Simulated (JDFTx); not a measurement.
The system is ZrC.

```
Zr C
1.0
     0.00000    2.36500    2.36500
     2.36500    0.00000    2.36500
     2.36500    2.36500    0.00000
Zr C
1 1
Direct
  0.50000 0.50000 0.50000
  0.00000 0.00000 0.00000
```

* Program: JDFTx 1.7.0 (patched build)
* Task: relaxation of cell and atoms
* Functional: PBE
* Dispersion: D2
* Potentials or basis: PseudoDojo-SR-PBE-0.5-standard
* Cutoff: 1116 eV
* Density cutoff: 8925 eV
* k mesh: 10 × 10 × 10
* Occupations: fermi-dirac, width 0.05 eV
* Spin: no spin polarisation

At the start: pressure -5.2 GPa; volume 13.23 Å³/atom.

Problem. How do energy, volume and symmetry change on relaxing?

Solution. Over 5 steps the energy falls by 4.7 meV/atom and the volume is 12.94 Å³/atom (-2.2 %); space group Fm-3m (No. 225, to 0.05 Å).

Step by step:
```
step  energy change (eV)  largest force (eV/Å)  pressure (GPa)  volume (Å³)
   1              0.0000                0.0000           -5.19        26.46
   2             -0.0024                0.0000           -4.51        26.38
   3             -0.0094                0.0000           -0.04        25.89
   4             -0.0094                0.0000            0.00        25.88
   5             -0.0094                0.0000            0.00        25.88
```

Final structure:
```
CELL_PARAMETERS angstrom
0.00000 2.34781 2.34781
2.34781 0.00000 2.34781
2.34781 2.34781 0.00000
ATOMIC_POSITIONS crystal
Zr 0.50000 0.50000 0.50000
C 0.00000 0.00000 0.00000
```

Caveat: pairwise dispersion overbinds metals, which lowers pressure and volume.
